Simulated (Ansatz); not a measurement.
The system is Sb.

```xyz
1
Lattice="-1.8713 1.8713 1.8713 1.8713 -1.8713 1.8713 1.8713 1.8713 -1.8713" Properties=species:S:1:pos:R:3 pbc="T T T"
Sb    0.0000    0.0000    0.0000
```

This isn't the form of Sb at room conditions, which is rhombohedral.

* Program: Ansatz 0.2.0
* Task: relaxation of cell and atoms
* Functional: revPBE
* Potentials or basis: Ansatz PAW
* Cutoff: 420 eV (not typed: the program's choice for these potentials)
* k mesh: 10 × 10 × 10
* Occupations: fermi-dirac, width 0.05 eV
* Spin: no spin polarisation

At the start: volume 26.21 Å³/atom.

Task: How do energy, volume and symmetry change on relaxing?

Result: It ends after 5 steps and the volume is 27.95 Å³/atom (+6.6 %); space group Im-3m (No. 229, to 0.05 Å).

The path:
```tsv
step	energy change (eV)	largest force (eV/Å)	volume (Å³)
1	0.0000	0.0000	26.21
2	-0.0181	0.0000	28.62
3	-0.0209	0.0000	28.02
4	-0.0209	0.0000	27.95
5	-0.0213	0.0000	27.95
```

Final structure:
```xyz
1
Lattice="-1.9118 1.9118 1.9118 1.9118 -1.9118 1.9118 1.9118 1.9118 -1.9118" Properties=species:S:1:pos:R:3 pbc="T T T"
Sb    0.0000    0.0000    0.0000
```

Caveat: the plane-wave basis is chosen anew once the cell has moved, so the energies of steps on either side of that aren't comparable; the PAW data sets come from PBE, with cores solved anew for the run's functional, which leaves a small shift of forces and pressure.
